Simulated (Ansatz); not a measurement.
Hf:

```
Hf
1.0
     3.19670    0.00000    0.00000
    -1.59835    2.76842    0.00000
     0.00000    0.00000    5.05780
Hf
2
Cartesian
  1.5984 0.9228 3.7934
  0.0000 1.8456 1.2645
```

| Quantity | Value |
| --- | --- |
| Program | Ansatz 0.2.0 |
| Task | relaxation of cell and atoms |
| Functional | RPBE |
| Potentials or basis | all-electron LAPW, scalar-relativistic |
| Basis error allowed | 0.001 eV/atom |
| k mesh | 10 × 10 × 5 |
| Occupations | fermi-dirac, width 0.05 eV |
| Spin | no spin polarisation |

At the start: volume 22.38 Å³/atom.

**Question.** How do energy, volume and symmetry change on relaxing?

**Answer.** Over 4 steps the energy falls by 7.9 meV/atom and the volume is 23.12 Å³/atom (+3.3 %); space group P6_3/mmc (No. 194, to 0.05 Å).

The path:
| step | energy change (eV) | largest force (eV/Å) | volume (Å³) |
| --- | --- | --- | --- |
| 1 | 0.0000 | 0.0000 | 44.76 |
| 2 | -0.0158 | 0.0000 | 46.33 |
| 3 | -0.0158 | 0.0000 | 46.25 |
| 4 | -0.0158 | 0.0000 | 46.25 |

Final structure:
```
Hf
1.0
     3.23557    0.00000    0.00000
    -1.61779    2.80209    0.00000
     0.00000    0.00000    5.10120
Hf
2
Direct
  0.66667 0.33333 0.75000
  0.33333 0.66667 0.25000
```
